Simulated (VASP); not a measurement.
Ti2Se3:

```
CELL_PARAMETERS angstrom
4.46324 0.00000 0.00000
-2.23162 3.86528 0.00000
0.00000 0.00000 7.71406
ATOMIC_POSITIONS crystal
Ti 0.66667 0.33333 0.69693
Ti 0.66667 0.33333 0.30307
Se 0.66667 0.33333 0.00000
Se 0.00000 0.00000 0.69146
Se 0.00000 0.00000 0.30854
```

The cell was built by a generator and needn't be a form met in nature.

```yaml
Program: VASP 6.6.1
Task: relaxation of cell and atoms
Functional: PBE
Potentials_or_basis: VASP PAW PBE potentials, release 64 (Ti_sv, Se)
Cutoff: 520 eV
k_mesh: 4 × 4 × 2
Occupations: gaussian, width 0.15 eV
Spin: no spin polarisation
```

At the start: pressure -1.2 GPa; volume 26.62 Å³/atom.

Task: How do energy, volume and symmetry change on relaxing?

Result: Over 24 steps the energy falls by 356.9 meV/atom and the volume is 30.21 Å³/atom (+13.5 %); space group P-6m2 (No. 187, to 0.05 Å).

The path:
```csv
step,energy change (eV),largest force (eV/Å),pressure (GPa),volume (Å³)
1,0.0000,0.1964,-1.24,133.08
2,-0.2277,1.0858,0.22,128.87
3,-0.2283,1.0084,0.31,129.00
4,-0.3316,1.0442,1.02,129.07
5,-0.6126,0.7963,3.52,129.08
6,-0.7005,1.0351,10.16,128.29
7,-0.7531,0.7884,8.08,128.64
8,-0.7728,0.7929,8.03,129.02
9,-0.8297,0.8272,7.70,130.17
10,-0.9365,0.8746,7.31,132.46
11,-1.1209,0.8999,6.31,136.98
12,-1.2790,2.1374,4.64,145.84
13,-1.5301,1.5467,1.90,151.98
14,-1.5929,1.1529,-2.33,163.60
15,-1.6316,1.2275,-1.02,159.29
16,-1.6317,1.2600,-1.12,159.85
17,-1.6992,0.7490,-1.04,158.27
18,-1.7549,0.1011,-0.55,155.69
19,-1.7584,0.1916,-0.36,154.93
20,-1.7616,0.1907,-0.31,154.49
21,-1.7692,0.2030,-0.03,153.18
22,-1.7764,0.2180,0.47,150.58
23,-1.7811,0.1718,0.34,150.75
24,-1.7844,0.0739,-0.08,151.06
```

Final structure:
```cif
data_structure
_symmetry_space_group_name_H-M 'P 1'
_symmetry_Int_Tables_number 1
_cell_length_a 3.8771
_cell_length_b 3.8771
_cell_length_c 11.6044
_cell_angle_alpha 90.000
_cell_angle_beta 90.000
_cell_angle_gamma 120.000
_cell_volume 151.06
loop_
_atom_site_label
_atom_site_type_symbol
_atom_site_fract_x
_atom_site_fract_y
_atom_site_fract_z
_atom_site_occupancy
Ti1 Ti 0.66667 0.33333 0.79710 1
Ti2 Ti 0.66667 0.33333 0.20290 1
Se1 Se 0.66667 0.33333 0.00000 1
Se2 Se 0.00000 0.00000 0.70362 1
Se3 Se 0.00000 0.00000 0.29638 1
```

Caveat: the k mesh is coarse (spacing up to 0.41 Å⁻¹), so the values aren't converged; this functional lacks dispersion, which binds the layers, so the pressure and a relaxed spacing across them are unreliable.
